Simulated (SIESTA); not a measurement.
Crystal: HgSe.

```xyz
2
Lattice="0.0000 3.0390 3.0390 3.0390 0.0000 3.0390 3.0390 3.0390 0.0000" Properties=species:S:1:pos:R:3 pbc="T T T"
Hg    0.0000    0.0000    0.0000
Se    4.5585    4.5585    4.5585
```

Base run:

| Item | Value |
| --- | --- |
| Program | SIESTA 5.4.2 |
| Functional | AM05 |
| Potentials or basis | PseudoDojo 0.4 standard (PBEsol files) |
| Basis | DZP (energy shift 0.003 Ry; two zetas on semicore shells) |
| Grid cutoff | 800 Ry |
| Energy shift | 0.003 Ry |
| k mesh | 8 × 8 × 8 |
| Occupations | fermi-dirac, width 0.05 eV |
| Spin | no spin polarisation |

Its results: band gap on the k mesh none (metal or under the smearing width); pressure 3.2 GPa.

Question: The run is repeated on the same cell with these changes: functional from AM05 to LDA; potentials or basis from PseudoDojo 0.4 standard (PBEsol files) to PseudoDojo 0.4 standard (LDA files). What comes out?

Answer: Band gap on the k mesh none (metal or under the smearing width); pressure 0.5 GPa.

Caveats: short orbitals over semicore shells can move pressures by several GPa; the valence orbitals were made in a potential fitted to the semicore shell under them, which widens gaps by tenths of an eV or more; spin-orbit coupling is left out, which moves the levels of the heavy elements; the basis of atomic orbitals isn't converged, which shifts pressures, moduli and gaps; the potentials were made for another functional, which shifts forces and pressure (some runs).
